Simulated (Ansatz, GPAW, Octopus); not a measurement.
One calculation of Al, 4 ways

```xyz
4
Lattice="2.8271 0.0000 0.0000 -1.4135 2.4483 0.0000 0.0000 0.0000 9.1860" Properties=species:S:1:pos:R:3 pbc="T T T"
Al    1.3915    0.7788    6.9237
Al   -0.0143   -0.0085    4.5397
Al    0.0214    1.6586    2.2780
Al   -0.0160   -0.0003   -0.0067
```

This isn't the form of Al at room conditions, which is fcc.

Atoms were shifted at random by some hundredths of an Å from the given cell, which wasn't relaxed again for these runs.

Alike in all runs: task single point; functional PBEsol; k mesh 11 × 11 × 3; occupations fermi-dirac, width 0.05 eV; no spin polarisation; no spin-orbit coupling. Pressure is positive in compression and, in plane waves, holds the error of the finite cutoff, which Ansatz's Pulay term estimates and takes out.

```tsv
program and potentials	plane-wave cutoff (eV)	notes	pressure (GPa)	largest force (eV/Å)	energy over the undisturbed cell (meV/atom)
Ansatz, Ansatz PAW	420	potentials made for PBE, which Ansatz adapts in part; Pulay term of +0.07 GPa included	2.10	0.329	4.10
Ansatz, all-electron LAPW, scalar-relativistic	-	-	2.10	0.329	-
GPAW, PAW data sets generated for this functional	600	-	2.30	0.333	4.15
Octopus, pseudodojo_pbesol (PseudoDojo 0.4, PBEsol)	-	-	-	?	?
```

Problem. Estimate from the other rows what the run with Octopus, pseudodojo_pbesol (PseudoDojo 0.4, PBEsol) gave.

Solution. Largest force 0.333 eV/Å; energy over the undisturbed cell 4.14 meV/atom. The other rows, which needn't bracket it: pressure 2.10 to 2.30; largest force 0.329 to 0.333; energy over the undisturbed cell 4.10 to 4.15.
